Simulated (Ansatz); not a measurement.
CO2:

```
O C
1.0
     4.22721    0.00000    0.00000
     0.00000    4.22721    0.00000
     0.00000    0.00000    4.68777
O C
4 2
Cartesian
  3.4022 3.4022 0.0000
  0.8250 0.8250 0.0000
  2.9386 1.2886 2.3439
  1.2886 2.9386 2.3439
  0.0000 0.0000 0.0000
  2.1136 2.1136 2.3439
```

The cell comes from a database or a generator and needn't be the stable form of this composition.

```yaml
Program: Ansatz 0.2.0
Task: relaxation of cell and atoms
Functional: RPBE
Potentials_or_basis: Ansatz PAW
Cutoff: "420 eV (not typed: the program's choice for these potentials)"
k_mesh: 6 × 6 × 6
Occupations: fermi-dirac, width 0.05 eV
Spin: no spin polarisation
```

At the start: volume 13.96 Å³/atom.

**Question.** Where does the relaxation end?

**Answer.** It ends after 23 steps and the volume is 23.05 Å³/atom (+65.1 %); space group P4_2/mnm (No. 136, to 0.05 Å).

The path:
| step | energy change (eV) | largest force (eV/Å) | volume (Å³) |
| --- | --- | --- | --- |
| 1 | 0.0000 | 0.4062 | 83.77 |
| 2 | -0.1196 | 0.3880 | 96.40 |
| 3 | -0.1197 | 0.1699 | 97.47 |
| 4 | -0.1201 | 0.0097 | 97.50 |
| 5 | -0.2437 | 0.0000 | 97.50 |
| 6 | -0.2737 | 0.0862 | 104.33 |
| 7 | -0.1942 | 0.3184 | 117.50 |
| 8 | -0.2565 | 0.0510 | 111.17 |
| 9 | -0.2447 | 0.0017 | 112.85 |
| 10 | -0.3602 | 0.0096 | 112.85 |
| 11 | -0.3616 | 0.0048 | 116.24 |
| 12 | -0.3113 | 0.1764 | 128.14 |
| 13 | -0.3326 | 0.1210 | 125.13 |
| 14 | -0.3232 | 0.0118 | 126.63 |
| 15 | -0.3995 | 0.0169 | 126.63 |
| 16 | -0.3950 | 0.0321 | 129.24 |
| 17 | -0.3748 | 0.0623 | 135.22 |
| 18 | -0.3742 | 0.0158 | 135.37 |
| 19 | -0.3739 | 0.0022 | 135.42 |
| 20 | -0.4072 | 0.0000 | 135.42 |
| 21 | -0.4013 | 0.0000 | 137.80 |
| 22 | -0.3999 | 0.0028 | 138.29 |
| 23 | -0.4082 | 0.0035 | 138.29 |

Final structure:
```
O C
1.0
     5.04844    0.00000    0.00000
     0.00000    5.04844    0.00000
     0.00000    0.00000    5.42610
O C
4 2
Direct
  0.83551 0.83551 0.00000
  0.16449 0.16449 0.00000
  0.66449 0.33551 0.50000
  0.33551 0.66449 0.50000
  0.00000 0.00000 0.00000
  0.50000 0.50000 0.50000
```

Caveat: the volume moved by over 15 % at a fixed basis, so the end points are rough; the plane-wave basis is chosen anew once the cell has moved, so the energies of steps on either side of that aren't comparable; the pressure holds a Pulay correction of +0.4 GPa for the finite cutoff; the PAW data sets come from PBE, with cores solved anew for the run's functional, which leaves a small shift of forces and pressure.
